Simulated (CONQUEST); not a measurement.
Li2Se under changes of volume

One of the cells (18.045 Å³/atom); the others are scaled copies at fixed shape and fractional positions:

```
Se Li
1.0
     4.24618    0.00000    0.00000
     0.00000    4.24618    0.00000
     0.00000    0.00000    6.00500
Se Li
2 4
Direct
  0.00000 0.00000 0.00000
  0.50000 0.50000 0.50000
  0.00000 0.50000 0.25000
  0.50000 0.00000 0.75000
  0.00000 0.50000 0.75000
  0.50000 0.00000 0.25000
```

- Program: CONQUEST 1.3
- Functional: PBEsol
- Potentials or basis: PseudoDojo NC PBEsol, DZP, grid of 40 × 40 × 60 points
- k mesh: 6 × 6 × 5
- Occupations: fermi-dirac, width 0.05 eV
- Spin: no spin polarisation

```tsv
volume (Å³/atom)	energy over the lowest point (meV/atom)	pressure (GPa)	gap on the mesh (eV)
16.962	?	?	?
17.323	3.44	1.5	2.89
17.684	0.95	0.8	2.91
18.045	0.00	0.1	2.93
18.406	0.47	-0.5	2.95
18.767	2.21	-1.0	2.96
19.128	5.12	-1.5	2.98
```

Task: What does the run at 16.962 Å³/atom give?

Result: Energy over the lowest point 7.72 meV/atom; pressure 2.3 GPa; gap on the mesh 2.87 eV.

Worked out: A Birch-Murnaghan fit of order 3 (a polynomial in V^(-2/3)) to the other rows has its minimum at 18.10 Å³/atom with B0 = V·E''(V) = 31 GPa and B' = 3.8. It gives 7.64 meV/atom at 16.962 Å³/atom, against the run's 7.72, and -dE/dV = 2.3 GPa, against 2.3. A straight line through the other rows of the gap, of slope 0.894 eV per unit of ln V, extrapolates to 2.87 eV, against the run's 2.87.

Energies are extrapolated to zero smearing.

Caveats: an odd mesh through Γ misses points on the zone boundary, where band edges often lie; the basis of atomic orbitals isn't converged, which shifts pressures, moduli and gaps; the real-space grid breaks the cell's symmetry a little (some runs). Spin-orbit coupling on Se is left out.
